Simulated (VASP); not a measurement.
# KCl in VASP: notebook

Runs on KCl. Level: PBE. Tasks: work function.

Everything below comes from runs of VASP 6.6.1. Logs are shortened: lines on timing, memory, paths and dates and some standing lists are left out, and cuts for length are marked.

## Step 1: Starting point

The cell holds a slab with vacuum, 8 atoms: a = 4.463 Å, b = 4.463 Å, c = 24.468 Å, α = 90.00°, β = 90.00°, γ = 90.00°.

## Step 2: Work function, PBE

Contents of INCAR:

```
SYSTEM = KCl
  PREC = Accurate
  ENCUT = 520
  EDIFF = 1E-6
  ISMEAR = -1
  SIGMA = 0.05
  LREAL = .False.
  LASPH = .True.
  NELM = 60
  ALGO = Normal
  ISIF = 2
  LWAVE = .False.
  LCHARG = .False.
  LDIPOL = .True.
  IDIPOL = 3
  DIPOL = 0.5 0.5 0.500
  GGA = PE
  EFIELD = -0.3
  LVHAR = .True.
  LVACPOTAV = .True.
```

Contents of KPOINTS:

```
regular mesh
0
Gamma
  6 6 1
  0 0 0
```

Contents of POSCAR:

```
KCl
1.0
    4.4633994242      0.0000000000      0.0000000000
    0.0000000000      4.4633994242      0.0000000000
    0.0000000000      0.0000000000     24.4683000000
K Cl
4 4
Direct
    0.5000000000      0.5000000000      0.3065190471
    0.0000000000      0.0000000000      0.4355063490
    0.5000000000      0.5000000000      0.5644936510
    0.0000000000      0.0000000000      0.6934809529
    0.0000000000      0.0000000000      0.3065190471
    0.5000000000      0.5000000000      0.4355063490
    0.0000000000      0.0000000000      0.5644936510
    0.5000000000      0.5000000000      0.6934809529
```

Potentials or basis: VASP PAW PBE potentials, release 64 (K_sv, Cl).

Command:

```bash
> cat potpaw_PBE.64/K_sv/POTCAR potpaw_PBE.64/Cl/POTCAR > POTCAR
> mpirun -np 1 vasp_std > vasp.out
```

OUTCAR:

```text
SYSTEM = KCl
   PREC = Accurate
   ENCUT = 520
   EDIFF = 1E-6
   ISMEAR = -1
   LREAL = .False.
   LASPH = .True.
   NELM = 60
   ISIF = 2
   GGA = PE

 ion  position               nearest neighbor table
   1  0.500  0.500  0.307-   6 3.16   5 3.16   5 3.16   5 3.16   5 3.16
   2  0.000  0.000  0.436-   5 3.16   6 3.16   6 3.16   6 3.16   6 3.16   7 3.16
   3  0.500  0.500  0.564-   8 3.16   7 3.16   7 3.16   7 3.16   7 3.16   6 3.16
   4  0.000  0.000  0.693-   7 3.16   8 3.16   8 3.16   8 3.16   8 3.16
   5  0.000  0.000  0.307-   2 3.16   1 3.16   1 3.16   1 3.16   1 3.16
   6  0.500  0.500  0.436-   1 3.16   2 3.16   2 3.16   2 3.16   2 3.16   3 3.16
   7  0.000  0.000  0.564-   4 3.16   3 3.16   3 3.16   3 3.16   3 3.16   2 3.16
   8  0.500  0.500  0.693-   3 3.16   4 3.16   4 3.16   4 3.16   4 3.16

  LATTYP: Found a simple tetragonal cell.
 ALAT       =     4.4633994242
 C/A-ratio  =     5.4819875334

  Lattice vectors:

 A1 = (   4.4633994242,   0.0000000000,   0.0000000000)
 A2 = (   0.0000000000,   4.4633994242,   0.0000000000)
 A3 = (   0.0000000000,   0.0000000000,  24.4683000000)

Analysis of symmetry for initial positions (statically):
=====================================================================
 Subroutine PRICEL returns:
 Original cell was already a primitive cell.

 Routine SETGRP: Setting up the symmetry group for a
 simple tetragonal supercell.

 Subroutine GETGRP returns: Found 16 space group operations
 (whereof  8 operations were pure point group operations)
 out of a pool of 16 trial point group operations.

The static configuration has the point symmetry C_4v.
 The point group associated with its full space group is D_4h.

Analysis of symmetry for dynamics (positions and initial velocities):
=====================================================================
 An external electric field (EFIELD) may reduce the allowed symmetry operations
 Subroutine PRICEL returns:
 Original cell was already a primitive cell.

 Routine SETGRP: Setting up the symmetry group for a
 simple tetragonal supercell.

 Subroutine GETGRP returns: Found  8 space group operations
 (whereof  8 operations were pure point group operations)
 out of a pool of 16 trial point group operations.

The dynamic configuration has the point symmetry C_4v.

 Subroutine INISYM returns: Found  8 space group operations
 (whereof  8 operations are pure point group operations),
 and found     1 'primitive' translations

----------------------------------------------------------------------------------------

                                     Primitive cell

  volume of cell :     487.4559

  direct lattice vectors                    reciprocal lattice vectors
     4.463399424  0.000000000  0.000000000     0.224044479  0.000000000  0.000000000
     0.000000000  4.463399424  0.000000000     0.000000000  0.224044479  0.000000000
     0.000000000  0.000000000 24.468300000     0.000000000  0.000000000  0.040869206

  length of vectors
     4.463399424  4.463399424 24.468300000     0.224044479  0.224044479  0.040869206

  position of ions in fractional coordinates (direct lattice)
     0.500000000  0.500000000  0.306519047
     0.000000000  0.000000000  0.435506349
     0.500000000  0.500000000  0.564493651
     0.000000000  0.000000000  0.693480953
     0.000000000  0.000000000  0.306519047
     0.500000000  0.500000000  0.435506349
     0.000000000  0.000000000  0.564493651
     0.500000000  0.500000000  0.693480953

  ion indices of the primitive-cell ions
   primitive index   ion index
                 1           1
                 2           2
                 3           3
                 4           4
                 5           5
                 6           6
                 7           7
                 8           8

----------------------------------------------------------------------------------------

 KPOINTS: regular mesh

Automatic generation of k-mesh.
 Grid dimensions read from file:
 generate k-points for:    6    6    1

 Generating k-lattice:

  Cartesian coordinates                     Fractional coordinates (reciprocal lattice)
     0.037340747  0.000000000  0.000000000     0.166666667  0.000000000  0.000000000
     0.000000000  0.037340747  0.000000000     0.000000000  0.166666667  0.000000000
     0.000000000  0.000000000  0.040869206     0.000000000  0.000000000  1.000000000

  Length of vectors
     0.037340747  0.037340747  0.040869206

  Shift w.r.t. Gamma in fractional coordinates (k-lattice)
     0.000000000  0.000000000  0.000000000

 Subroutine IBZKPT returns following result:
 ===========================================

 Found     10 irreducible k-points:

 Following reciprocal coordinates:
            Coordinates               Weight
  0.000000  0.000000  0.000000      1.000000
  0.166667  0.000000  0.000000      4.000000
  0.333333  0.000000  0.000000      4.000000
  0.500000  0.000000  0.000000      2.000000
  0.166667  0.166667  0.000000      4.000000
  0.333333  0.166667  0.000000      8.000000
  0.500000  0.166667  0.000000      4.000000
  0.333333  0.333333  0.000000      4.000000
  0.500000  0.333333  0.000000      4.000000
  0.500000  0.500000  0.000000      1.000000
   k-points           NKPTS =     10   k-points in BZ     NKDIM =     10   number of bands    NBANDS=     38
   number of dos      NEDOS =    301   number of ions     NIONS =      8
   total plane-waves  NPLWV = 248832
   dimension x,y,z NGX =    36 NGY =   36 NGZ =  192
   dimension x,y,z NGXF=    72 NGYF=   72 NGZF=  384
   ions per type =               4   4
   NGX,Y,Z   is equivalent  to a cutoff of  13.41, 13.41, 13.05 a.u.
   NGXF,Y,Z  is equivalent  to a cutoff of  26.82, 26.82, 26.09 a.u.
 SYSTEM =  KCl
   PREC   = accura    normal or accurate (medium, high low for compatibility)
   ISTART =      0    job   : 0-new  1-cont  2-samecut
   ICHARG =      2    charge: 1-file 2-atom 10-const
   ISPIN  =      1    spin polarized calculation?
   LNONCOLLINEAR =      F non collinear calculations
   LSORBIT =      F    spin-orbit coupling
   LASPH  =      T    aspherical Exc in radial PAW
   ENCUT  =  520.0 eV  38.22 Ry    6.18 a.u.   8.30  8.30 45.49*2*pi/ulx,y,z
   NELM   =     60;   NELMIN=  2; NELMDL= -5     # of ELM steps
   EDIFF  = 0.1E-05   stopping-criterion for ELM
   LREAL  =      F    real-space projection
   EDIFFG = 0.1E-04   stopping-criterion for IOM
   NSW    =      0    number of steps for IOM
   IBRION =     -1    ionic relax: 0-MD 1-quasi-New 2-CG
   NFREE  =      0    steps in history (QN), initial steepest desc. (CG)
   ISIF   =      2    stress and relaxation
   ISYM   =      2    0-nonsym 1-usesym 2-fastsym
   POTIM  = 0.5000    time-step for ionic-motion
   TEBEG  =    0.0;   TEEND  =   0.0 temperature during run
   PSTRESS=    0.0 pullay stress
   NELECT =      64.0000    total number of electrons
   NUPDOWN=      -1.0000    fix difference up-down
   EMIN   =  10.00;   EMAX   =-10.00  energy-range for DOS
   EFERMI =   0.00;   METHOD = LEGACY
   ISMEAR =    -1;   SIGMA  =   0.05  broadening in eV -4-tet -1-fermi 0-gaus
   EFERMI_NEDOS =   21; number of points for ismear=-14 and -15
   IALGO  =     38    algorithm
   IMIX   =      4    mixing-type and parameters
     AMIX     =   0.40;   BMIX     =  1.00
     AMIX_MAG =   1.60;   BMIX_MAG =  1.00
  volume/ion in A,a.u.               =      60.93       411.19
  Fermi-wavevector in a.u.,A,eV,Ry     =   0.832063  1.572372  9.419713  0.692329
  Thomas-Fermi vector in A             =   1.945056
   LORBIT       =      0    0 simple, 1 ext, 2 COOP (PROOUT), +10 PAW based schemes
   GGA     = PE    functional components
   LHFCALC =     F    Hartree Fock is set to
   AEXX    =    0.0000 exact exchange contribution
   IVDW    =     0    specifies the selected vdW correction
   LEPSILON=     F    determine dielectric tensor
   LRPA    =     F    only Hartree local field effects (RPA)
 non-spin polarized calculation
  energy-cutoff  :      520.00
  volume of cell :      487.46
 maximum number of plane-waves:     13159
 NGX is ok and might be reduce to    36
   NGX = 17   NGY = 17   NGZ = 91

 dipolmoment           0.000000      0.000000      0.000000 electrons x Angstroem

 number of electron      63.9999989 magnetization

 dipolmoment           0.000000      0.000000     -0.243761 electrons x Angstroem

 Free energy of the ion-electron system (eV)
  ---------------------------------------------------
  ext. energy  EPLUGINS =         0.00000000
  ---------------------------------------------------
  free energy    TOTEN  =       -26.97834937 eV

  energy without entropy =      -26.97834937  energy(sigma->0) =      -26.97834937

 E-fermi :  -2.1509     XC(G=0):  -4.2459

 val. band max:       -3.3270437809   @ k =   0.0000   0.0000   0.0000
 cond. band min:       0.1193049011   @ k =   0.0000   0.0000   0.0000
 fundamental gap:      3.4463486821
 Fermi energy:        -2.1508525525

 k-point     1 :       0.0000    0.0000    0.0000
  band No.  band energies     occupation
      1     -32.0417      2.00000
      2     -31.3245      2.00000
      3     -30.9145      2.00000
      4     -30.8466      2.00000
      5     -16.4798      2.00000
      6     -16.2665      2.00000
[... 30 lines left out ...]
     37       2.4201      0.00000
     38       2.8513      0.00000

 k-point     2 :       0.1667    0.0000    0.0000
  band No.  band energies     occupation
      1     -32.0409      2.00000
      2     -31.3236      2.00000
      3     -30.9136      2.00000
      4     -30.8458      2.00000
      5     -16.5379      2.00000
      6     -16.3030      2.00000
[... 30 lines left out ...]
     37       2.7525      0.00000
     38       3.1152      0.00000
[... 285 lines left out ...]
     37       3.6422      0.00000
     38       3.7667      0.00000

 k-point    10 :       0.5000    0.5000    0.0000
  band No.  band energies     occupation
      1     -32.0354      2.00000
      2     -31.3180      2.00000
      3     -30.9078      2.00000
      4     -30.8405      2.00000
      5     -16.4259      2.00000
      6     -16.2198      2.00000
[... 30 lines left out ...]
     37       3.3781      0.00000
     38       3.9711      0.00000

------------------------ aborting loop because EDIFF is reached ----------------------------------------

  FORCE on cell =-STRESS in cart. coord.  units (eV):
  Direction    XX          YY          ZZ          XY          YZ          ZX
  --------------------------------------------------------------------------------------
  -------------------------------------------------------------------------------------
  Total        0.1352443      0.1352443      0.4345317      0.0000000      0.0000000     -0.0000000
  in kB        0.4445229      0.4445229      1.4282254      0.0000000      0.0000000     -0.0000000
  external PRESSURE =       0.7724237 kB  Pullay stress =       0.0000000 kB

 VOLUME and BASIS-vectors are now :
 -----------------------------------------------------------------------------
  energy-cutoff  :      520.00
  volume of cell :      487.46
      direct lattice vectors                 reciprocal lattice vectors
     4.463399424  0.000000000  0.000000000     0.224044479  0.000000000  0.000000000
     0.000000000  4.463399424  0.000000000     0.000000000  0.224044479  0.000000000
     0.000000000  0.000000000 24.468300000     0.000000000  0.000000000  0.040869206

 POSITION                                       TOTAL-FORCE (eV/Angst)
 -----------------------------------------------------------------------------------
      2.23170      2.23170      7.50000         0.000000     -0.000000      0.174615
      0.00000      0.00000     10.65610         0.000000      0.000000      0.131728
      2.23170      2.23170     13.81220         0.000000      0.000000      0.159278
      0.00000      0.00000     16.96830         0.000000      0.000000      0.113457
      0.00000      0.00000      7.50000         0.000000      0.000000     -0.221402
      2.23170      2.23170     10.65610         0.000000      0.000000     -0.171348
      0.00000      0.00000     13.81220         0.000000      0.000000     -0.120553
      2.23170      2.23170     16.96830         0.000000      0.000000     -0.065774
 -----------------------------------------------------------------------------------
    total drift:                                0.000000      0.000000     -0.000136

  FREE ENERGIE OF THE ION-ELECTRON SYSTEM (eV)
  ---------------------------------------------------
  free  energy   TOTEN  =       -26.9783493746 eV

  energy  without entropy=      -26.9783493746  energy(sigma->0) =      -26.97834937
```

It took 6 min on 1 thread of AMD EPYC 7R43 (Zen 3), shared host; peak memory 0.56 GiB.

What came out:

| Property | Result |
| --- | --- |
| Free energy | -26.9783 eV |
| Largest force | 0.221 eV/Å |
| Band gap on the k mesh | 3.45 eV, direct |

Forces in eV/Å, atoms in the order of the input:
```
K    0.000  0.000  0.175
K    0.000  0.000  0.132
K    0.000  0.000  0.159
K    0.000  0.000  0.113
Cl   0.000  0.000 -0.221
Cl   0.000  0.000 -0.171
Cl   0.000  0.000 -0.121
Cl   0.000  0.000 -0.066
```

Levels at points of the mesh, in eV from the valence-band top:
```
           k point  band 30  band 31  band 32  band 33  band 34  band 35
(0.00, 0.00, 0.00)    -0.20     0.00     0.00     3.45     4.52     5.06
(0.50, 0.00, 0.00)    -0.58    -0.20    -0.18     5.16     5.41     6.56
(0.50, 0.50, 0.00)    -0.33    -0.33    -0.10     5.89     5.89     6.49
```

PBE gaps usually lie below the measured ones, often by a third to a half.

[end of part 1 of 2]
